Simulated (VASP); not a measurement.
# FeSi2 (Linzhiite) (P4/mmm) in VASP: further runs, part 2 of 2

VASP 6.6.1.

## Step 4: Single point, r2SCAN, collinear spin, ferromagnetic start

Input file INCAR:

```
SYSTEM = FeSi2
PREC = Accurate
ENCUT = 550
EDIFF = 1E-6
ISMEAR = 1
SIGMA = 0.15
LREAL = .False.
LASPH = .True.
NELM = 100
ALGO = Normal
ISIF = 2
LWAVE = .False.
LCHARG = .False.
ISPIN = 2
MAGMOM = 3 0 0
LORBIT = 11
LMAXMIX = 4
METAGGA = R2SCAN
LMIXTAU = .True.
ADDGRID = .False.
```

Input file KPOINTS:

```
regular mesh
0
Gamma
  7 7 4
  0 0 0
```

Input file POSCAR:

```
FeSi2
1.0
    2.6840000000      0.0000000000      0.0000000000
    0.0000000000      2.6840000000      0.0000000000
    0.0000000000      0.0000000000      5.1280000000
Fe Si
1 2
Direct
    0.0000000000      0.0000000000      0.0000000000
    0.5000000000      0.5000000000      0.7300000000
    0.5000000000      0.5000000000      0.2700000000
```

Potentials or basis: VASP PAW PBE potentials, release 64 (Fe, Si).

Command:

```console
cat potpaw_PBE.64/Fe/POTCAR potpaw_PBE.64/Si/POTCAR > POTCAR
mpirun -np 1 vasp_std > vasp.out
```

OUTCAR:

```text
SYSTEM = FeSi2
   PREC = Accurate
   ENCUT = 550
   EDIFF = 1E-6
   ISMEAR = 1
   LREAL = .False.
   LASPH = .True.
   NELM = 100
   ISIF = 2
   ISPIN = 2
   LORBIT = 11
   METAGGA = R2SCAN

 Found     30 irreducible k-points:

 Following reciprocal coordinates:
            Coordinates               Weight
  0.000000  0.000000  0.000000      1.000000
  0.142857  0.000000  0.000000      4.000000
  0.285714  0.000000  0.000000      4.000000
  0.428571  0.000000  0.000000      4.000000
  0.142857  0.142857  0.000000      4.000000
  0.285714  0.142857  0.000000      8.000000
   k-points           NKPTS =     30   k-points in BZ     NKDIM =     30   number of bands    NBANDS=     14
   number of dos      NEDOS =    301   number of ions     NIONS =      3
   total plane-waves  NPLWV =  23040
   dimension x,y,z NGX =    24 NGY =   24 NGZ =   40
   dimension x,y,z NGXF=    48 NGYF=   48 NGZF=   80
   ions per type =               1   2
   NGX,Y,Z   is equivalent  to a cutoff of  14.87, 14.87, 12.97 a.u.
[... 275 lines left out ...]
     13      17.6701      0.00000
     14      19.2742      0.00000

 [... further k-points ...]

------------------------ aborting loop because EDIFF is reached ----------------------------------------

  FORCE on cell =-STRESS in cart. coord.  units (eV):
  Direction    XX          YY          ZZ          XY          YZ          ZX
  --------------------------------------------------------------------------------------
  -------------------------------------------------------------------------------------
  Total        0.1922379      0.1922379     -0.8320701      0.0000000     -0.0000000     -0.0000000
  in kB        8.3375150      8.3375150    -36.0875536      0.0000000     -0.0000000     -0.0000000
  external PRESSURE =      -6.4708412 kB  Pullay stress =       0.0000000 kB

 VOLUME and BASIS-vectors are now :
 -----------------------------------------------------------------------------
  energy-cutoff  :      550.00
  volume of cell :       36.94
      direct lattice vectors                 reciprocal lattice vectors
     2.684000000  0.000000000  0.000000000     0.372578241  0.000000000  0.000000000
     0.000000000  2.684000000  0.000000000     0.000000000  0.372578241  0.000000000
     0.000000000  0.000000000  5.128000000     0.000000000  0.000000000  0.195007800

 POSITION                                       TOTAL-FORCE (eV/Angst)
 -----------------------------------------------------------------------------------
      0.00000      0.00000      0.00000        -0.000000      0.000000      0.000000
      1.34200      1.34200      3.74344         0.000000      0.000000     -0.154902
      1.34200      1.34200      1.38456        -0.000000     -0.000000      0.154902
 -----------------------------------------------------------------------------------
    total drift:                               -0.000000     -0.000000      0.000000

  FREE ENERGIE OF THE ION-ELECTRON SYSTEM (eV)
  ---------------------------------------------------
  free  energy   TOTEN  =       -32.5573472893 eV

  energy  without entropy=      -32.5589037686  energy(sigma->0) =      -32.55786612

 total charge

# of ion       s       p       d       tot
------------------------------------------
    1        0.472   0.727   6.691   7.890
    2        0.723   0.910   0.000   1.633
    3        0.723   0.910   0.000   1.633
--------------------------------------------------
tot          1.918   2.548   6.691  11.157

 magnetization (x)

# of ion       s       p       d       tot
------------------------------------------
    1       -0.002  -0.009   0.256   0.246
    2       -0.002  -0.006   0.000  -0.007
    3       -0.002  -0.006   0.000  -0.007
--------------------------------------------------
tot         -0.005  -0.020   0.256   0.231
```

OSZICAR:

```text
N       E                     dE             d eps       ncg     rms          rms(c)
DAV:   1     0.510422764140E+02    0.51042E+02   -0.75057E+03  1712   0.120E+03
DAV:   2    -0.309174948562E+02   -0.81960E+02   -0.74089E+02  1722   0.228E+02
DAV:   3    -0.348269106543E+02   -0.39094E+01   -0.37793E+01  2256   0.552E+01
DAV:   4    -0.349084520470E+02   -0.81541E-01   -0.81431E-01  1914   0.732E+00
DAV:   5    -0.349105934038E+02   -0.21414E-02   -0.21408E-02  2320   0.131E+00    0.190E+01
DAV:   6    -0.364285117834E+02   -0.15179E+01   -0.26225E+01  2118   0.108E+02    0.191E+01
DAV:   7    -0.322823827305E+02    0.41461E+01   -0.12253E+01  2194   0.871E+01    0.625E+00
DAV:   8    -0.325278788829E+02   -0.24550E+00   -0.85808E-01  2270   0.846E+00    0.417E+00
DAV:   9    -0.325497436033E+02   -0.21865E-01   -0.18418E-01  2104   0.856E+00    0.168E+00
DAV:  10    -0.325556287828E+02   -0.58852E-02   -0.37548E-02  2346   0.318E+00    0.944E-01
DAV:  11    -0.325577493337E+02   -0.21206E-02   -0.42094E-03  2184   0.879E-01    0.360E-01
DAV:  12    -0.325573033532E+02    0.44598E-03   -0.10432E-03  2550   0.586E-01    0.973E-02
DAV:  13    -0.325573426485E+02   -0.39295E-04   -0.17766E-04  2262   0.184E-01    0.558E-02
DAV:  14    -0.325573432912E+02   -0.64267E-06   -0.16063E-05  2358   0.510E-02    0.244E-02
DAV:  15    -0.325573456656E+02   -0.23744E-05   -0.49228E-06  2348   0.376E-02    0.125E-02
DAV:  16    -0.325573472089E+02   -0.15433E-05   -0.23191E-06  1686   0.282E-02    0.377E-03
DAV:  17    -0.325573472893E+02   -0.80417E-07   -0.33018E-07  1008   0.102E-02
   1 F= -.32557347E+02 E0= -.32557866E+02  d E =0.155648E-02  mag=     0.2076
```

It took 1.8 min on 1 thread of AMD EPYC 9R45 (Zen 5), shared host; peak memory 0.17 GiB.

The run converged, but some of its settings lie outside the range that counts as converged, so its numbers aren't taken as properties of the crystal.

What came out:

| Quantity | Value |
| --- | --- |
| Free energy | -32.5573 eV |
| Pressure | -0.6 GPa |
| Largest force | 0.155 eV/Å |
| Band gap on the k mesh | none (metal or under the smearing width) |
| Net moment | 0.21 μB per cell |
| Site moments | Fe +0.25; Si -0.01 μB |
| Valence electrons inside the program's atomic spheres | Fe 7.89; Si 1.63 |

Caveat: the PAW data sets were made with another functional, which shifts forces and pressure a little.

## Step 5: Single point, r2SCAN, collinear spin, ferromagnetic start

INCAR, as its differences from that of step 4:

```diff
@@ -2,3 +2,3 @@
 PREC = Accurate
-ENCUT = 550
+ENCUT = 350
 EDIFF = 1E-6
```

Input file KPOINTS:

```
regular mesh
0
Gamma
  9 9 5
  0 0 0
```

POSCAR is that of step 4.

Command:

```console
cat potpaw_PBE.64/Fe/POTCAR potpaw_PBE.64/Si/POTCAR > POTCAR
mpirun -np 1 vasp_std > vasp.out
```

Wall time 62 s (1 thread of AMD EPYC 9R45 (Zen 5), shared host); peak memory 0.12 GiB.

These settings aren't checked as converged: the numbers below hold their error.

Results:

| Quantity | Value |
| --- | --- |
| Free energy | -32.5572 eV |
| Pressure | -1.3 GPa |
| Largest force | 0.227 eV/Å |
| Band gap on the k mesh | none (metal or under the smearing width) |
| Net moment | 0.11 μB per cell |
| Site moments | Fe +0.13; Si -0.00 μB |
| Valence electrons inside the program's atomic spheres | Fe 7.88; Si 1.63 |

Caveat: the PAW data sets were made with another functional, which shifts forces and pressure a little.

## Step 6: Single point, r2SCAN, collinear spin, ferromagnetic start

INCAR, as its differences from that of step 5:

```diff
@@ -2,3 +2,3 @@
 PREC = Accurate
-ENCUT = 350
+ENCUT = 250
 EDIFF = 1E-6
```

Input file KPOINTS:

```
regular mesh
0
Gamma
  11 11 6
  0 0 0
```

POSCAR is that of step 5.

Potentials or basis: VASP PAW PBE potentials, release 64 (Fe, Si).

Command:

```console
cat potpaw_PBE.64/Fe/POTCAR potpaw_PBE.64/Si/POTCAR > POTCAR
mpirun -np 1 vasp_std > vasp.out
```

OUTCAR:

```text
SYSTEM = FeSi2
   PREC = Accurate
   ENCUT = 250
   EDIFF = 1E-6
   ISMEAR = 1
   LREAL = .False.
   LASPH = .True.
   NELM = 100
   ISIF = 2
   ISPIN = 2
   LORBIT = 11
   METAGGA = R2SCAN

 Found     84 irreducible k-points:

 Following reciprocal coordinates:
            Coordinates               Weight
  0.000000  0.000000  0.000000      1.000000
  0.090909  0.000000  0.000000      4.000000
  0.181818  0.000000  0.000000      4.000000
  0.272727  0.000000  0.000000      4.000000
  0.363636  0.000000  0.000000      4.000000
  0.454545  0.000000  0.000000      4.000000
   k-points           NKPTS =     84   k-points in BZ     NKDIM =     84   number of bands    NBANDS=     14
   number of dos      NEDOS =    301   number of ions     NIONS =      3
   total plane-waves  NPLWV =   5488
   dimension x,y,z NGX =    14 NGY =   14 NGZ =   28
   dimension x,y,z NGXF=    28 NGYF=   28 NGZF=   56
   ions per type =               1   2
   NGX,Y,Z   is equivalent  to a cutoff of   8.67,  8.67,  9.08 a.u.
   NGXF,Y,Z  is equivalent  to a cutoff of  17.34, 17.34, 18.15 a.u.
 SYSTEM =  FeSi2
   PREC   = accura    normal or accurate (medium, high low for compatibility)
   ISTART =      0    job   : 0-new  1-cont  2-samecut
   ICHARG =      2    charge: 1-file 2-atom 10-const
   ISPIN  =      2    spin polarized calculation?
   LNONCOLLINEAR =      F non collinear calculations
   LSORBIT =      F    spin-orbit coupling
   LASPH  =      T    aspherical Exc in radial PAW
   ENCUT  =  250.0 eV  18.37 Ry    4.29 a.u.   3.46  3.46  6.61*2*pi/ulx,y,z
   NELM   =    100;   NELMIN=  2; NELMDL= -5     # of ELM steps
   EDIFF  = 0.1E-05   stopping-criterion for ELM
   LREAL  =      F    real-space projection
   EDIFFG = 0.1E-04   stopping-criterion for IOM
   NSW    =      0    number of steps for IOM
   IBRION =     -1    ionic relax: 0-MD 1-quasi-New 2-CG
   NFREE  =      0    steps in history (QN), initial steepest desc. (CG)
   ISIF   =      2    stress and relaxation
   ISYM   =      2    0-nonsym 1-usesym 2-fastsym
   POTIM  = 0.5000    time-step for ionic-motion
   TEBEG  =    0.0;   TEEND  =   0.0 temperature during run
   PSTRESS=    0.0 pullay stress
   NELECT =      16.0000    total number of electrons
   NUPDOWN=      -1.0000    fix difference up-down
   EMIN   =  10.00;   EMAX   =-10.00  energy-range for DOS
   EFERMI =   0.00;   METHOD = LEGACY
   ISMEAR =     1;   SIGMA  =   0.15  broadening in eV -4-tet -1-fermi 0-gaus
   EFERMI_NEDOS =   21; number of points for ismear=-14 and -15
   IALGO  =     38    algorithm
   IMIX   =      4    mixing-type and parameters
     AMIX     =   0.40;   BMIX     =  1.00
     AMIX_MAG =   1.60;   BMIX_MAG =  1.00
  volume/ion in A,a.u.               =      12.31        83.10
  Fermi-wavevector in a.u.,A,eV,Ry     =   1.238636  2.340683 20.874330  1.534220
  Thomas-Fermi vector in A             =   2.373153
   LORBIT       =     11    0 simple, 1 ext, 2 COOP (PROOUT), +10 PAW based schemes
   METAGGA = R2SCAN    functional components
   LHFCALC =     F    Hartree Fock is set to
   AEXX    =    0.0000 exact exchange contribution
   IVDW    =     0    specifies the selected vdW correction
   LEPSILON=     F    determine dielectric tensor
   LRPA    =     F    only Hartree local field effects (RPA)
 spin polarized calculation
 Methfessel and Paxton  Order N= 1 SIGMA  =   0.15
  energy-cutoff  :      250.00
  volume of cell :       36.94
 maximum number of plane-waves:       345
 NGX is ok and might be reduce to    14
   NGX =  7   NGY =  7   NGZ = 13

 number of electron      16.0000002 magnetization       0.1790761

 Free energy of the ion-electron system (eV)
  ---------------------------------------------------
  ext. energy  EPLUGINS =         0.00000000
  ---------------------------------------------------
  free energy    TOTEN  =       -32.49981183 eV

  energy without entropy =      -32.50084437  energy(sigma->0) =      -32.50015601

 E-fermi :  10.0700     XC(G=0): -12.7931

 val. band max:       10.0517922118   @ k =   0.4545   0.4545   0.5000
 cond. band min:      10.0750154028   @ k =   0.2727   0.2727   0.1667
 fundamental gap:      0.0232231910
 Fermi energy:        10.0700104653

 spin component 1

 k-point     1 :       0.0000    0.0000    0.0000
  band No.  band energies     occupation
      1      -4.7138      1.00000
      2       0.3143      1.00000
      3       1.5766      1.00000
      4       6.1753      1.00000
      5       8.1899      1.00000
      6       8.3158      1.00000
      7       8.3158      1.00000
      8       9.1163      1.00000
      9      14.8803      0.00000
     10      14.8803      0.00000
     11      16.9094      0.00000
     12      17.5331      0.00000
     13      18.3269      0.00000
     14      18.6008      0.00000

 k-point     2 :       0.0909    0.0000    0.0000
  band No.  band energies     occupation
      1      -4.5362      1.00000
      2       0.4402      1.00000
      3       1.7453      1.00000
      4       6.1677      1.00000
      5       8.1681      1.00000
      6       8.1839      1.00000
      7       8.3545      1.00000
      8       8.9689      1.00000
      9      13.2368      0.00000
     10      15.1252      0.00000
[... 56 lines left out ...]
 k-point     6 :       0.4545    0.0000    0.0000
  band No.  band energies     occupation
      1      -0.7684      1.00000
      2       1.9161      1.00000
      3       2.5939      1.00000
      4       4.9988      1.00000
      5       5.9597      1.00000
      6       6.8141      1.00000
      7       7.6729      1.00000
      8       8.7293      1.00000
      9      10.0242      0.74566
     10      11.5810     -0.00000
     11      12.5754     -0.00000
     12      18.3390      0.00000
     13      18.9453      0.00000
     14      20.8352      0.00000

 [... further k-points ...]

 spin component 2

 k-point     1 :       0.0000    0.0000    0.0000
  band No.  band energies     occupation
      1      -4.7393      1.00000
      2       0.2736      1.00000
      3       1.5923      1.00000
      4       6.6918      1.00000
      5       8.4384      1.00000
      6       8.4687      1.00000
      7       8.4687      1.00000
      8       9.1905      1.00000
      9      14.8574      0.00000
     10      14.8574      0.00000
     11      16.8969      0.00000
     12      17.6764      0.00000
     13      18.3745      0.00000
     14      18.5800      0.00000

 k-point     2 :       0.0909    0.0000    0.0000
  band No.  band energies     occupation
      1      -4.5614      1.00000
      2       0.4004      1.00000
      3       1.7608      1.00000
      4       6.6634      1.00000
      5       8.3105      1.00000
      6       8.4281      1.00000
      7       8.5086      1.00000
      8       9.0394      1.00000
      9      13.3031      0.00000
     10      15.1054      0.00000
[... 56 lines left out ...]
 k-point     6 :       0.4545    0.0000    0.0000
  band No.  band energies     occupation
      1      -0.7868      1.00000
      2       1.9241      1.00000
      3       2.5984      1.00000
      4       5.0029      1.00000
      5       5.9248      1.00000
      6       7.1266      1.00000
      7       7.7212      1.00000
      8       8.8986      1.00000
      9      10.4724     -0.00049
     10      11.7098     -0.00000
     11      12.8615     -0.00000
     12      18.3127      0.00000
     13      18.9454      0.00000
     14      20.8431      0.00000

 [... further k-points ...]

------------------------ aborting loop because EDIFF is reached ----------------------------------------

  FORCE on cell =-STRESS in cart. coord.  units (eV):
  Direction    XX          YY          ZZ          XY          YZ          ZX
  --------------------------------------------------------------------------------------
  -------------------------------------------------------------------------------------
  Total       -0.6862420     -0.6862420     -1.4723996      0.0000000      0.0000000      0.0000000
  in kB      -29.7628713    -29.7628713    -63.8591644      0.0000000      0.0000000      0.0000000
  external PRESSURE =     -41.1283023 kB  Pullay stress =       0.0000000 kB

 VOLUME and BASIS-vectors are now :
 -----------------------------------------------------------------------------
  energy-cutoff  :      250.00
  volume of cell :       36.94
      direct lattice vectors                 reciprocal lattice vectors
     2.684000000  0.000000000  0.000000000     0.372578241  0.000000000  0.000000000
     0.000000000  2.684000000  0.000000000     0.000000000  0.372578241  0.000000000
     0.000000000  0.000000000  5.128000000     0.000000000  0.000000000  0.195007800

 POSITION                                       TOTAL-FORCE (eV/Angst)
 -----------------------------------------------------------------------------------
      0.00000      0.00000      0.00000         0.000000      0.000000      0.000000
      1.34200      1.34200      3.74344         0.000000      0.000000     -0.166846
      1.34200      1.34200      1.38456         0.000000      0.000000      0.166846
 -----------------------------------------------------------------------------------
    total drift:                               -0.000000     -0.000000      0.000000

  FREE ENERGIE OF THE ION-ELECTRON SYSTEM (eV)
  ---------------------------------------------------
  free  energy   TOTEN  =       -32.4998118322 eV

  energy  without entropy=      -32.5008443681  energy(sigma->0) =      -32.50015601

 total charge

# of ion       s       p       d       tot
------------------------------------------
    1        0.472   0.729   6.709   7.910
    2        0.727   0.917   0.000   1.645
    3        0.727   0.917   0.000   1.645
--------------------------------------------------
tot          1.927   2.563   6.709  11.199

 magnetization (x)

# of ion       s       p       d       tot
------------------------------------------
    1       -0.001  -0.008   0.218   0.209
    2       -0.002  -0.005   0.000  -0.006
    3       -0.002  -0.005   0.000  -0.006
--------------------------------------------------
tot         -0.005  -0.017   0.218   0.197
```

stdout:

```text
POSCAR found type information on POSCAR FeSi
 POSCAR found :  2 types and       3 ions
 scaLAPACK will be used
 -----------------------------------------------------------------------------
|                                                                             |
|                                                                             |
|     You enforced a specific xc type in the INCAR file but a different       |
|     I HOPE YOU KNOW WHAT YOU ARE DOING!                                     |
|                                                                             |
 -----------------------------------------------------------------------------

 LDA part: xc-table for (None), standard interpolation
 POSCAR, INCAR and KPOINTS ok, starting setup
 FFT: planning ... GRIDC
 FFT: planning ... GRID_SOFT
 FFT: planning ... GRID
 WAVECAR not read
 entering main loop
```

It took 75 s on 1 thread of AMD EPYC 9R45 (Zen 5), shared host; peak memory 0.11 GiB.

The run converged, but a check on its numbers failed (symmetry, net force, bounds or a known fault of this set-up), so they aren't taken as properties of the crystal.

Caveat: the cutoff lies under the usual one of these potentials, so the numbers hold a large basis-set error; the PAW data sets were made with another functional, which shifts forces and pressure a little.
